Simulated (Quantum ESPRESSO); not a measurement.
# Dipole at the next field: stanene, 1 layer

**Set-up.** Quantum ESPRESSO 7.5, PBE, GBRV ultrasoft; sawtooth field along the normal with dipole correction, ions clamped, threshold 1e-9 Ry; cell area 18.947 Å².

```tsv
field (V/Å)	dipole (e Å a cell)
0	0.00000
0.1	0.04008
0.2	0.08024
```

**Question.** What is the dipole at 0.3 V/Å, and what electrostatic thickness 4πα/A follows from the rows?

By hand: The slope is (0.08024 − (0.00000))/0.2 = 0.4012 e Å²/V, so 4πα/A = 180.95 × 0.4012/18.947 = 3.83 Å. Linear response gives p = 0.00000 + 0.4012 × (0.3) = 0.12036 e Å; a parabola through the three rows gives 0.12048.

**Check.** p = 0.12044 e Å. The line misses by 0.1 % of the induced dipole and the parabola by 0.0 %. The response is linear over this range.

Caveats: Electrons alone respond; local and semilocal functionals tend to overscreen.

[Logs are printed without paths, hosts, clocks, repeated set-up lines and the standing remarks that a program may print on its own settings, such as how far it seeks lower states.]
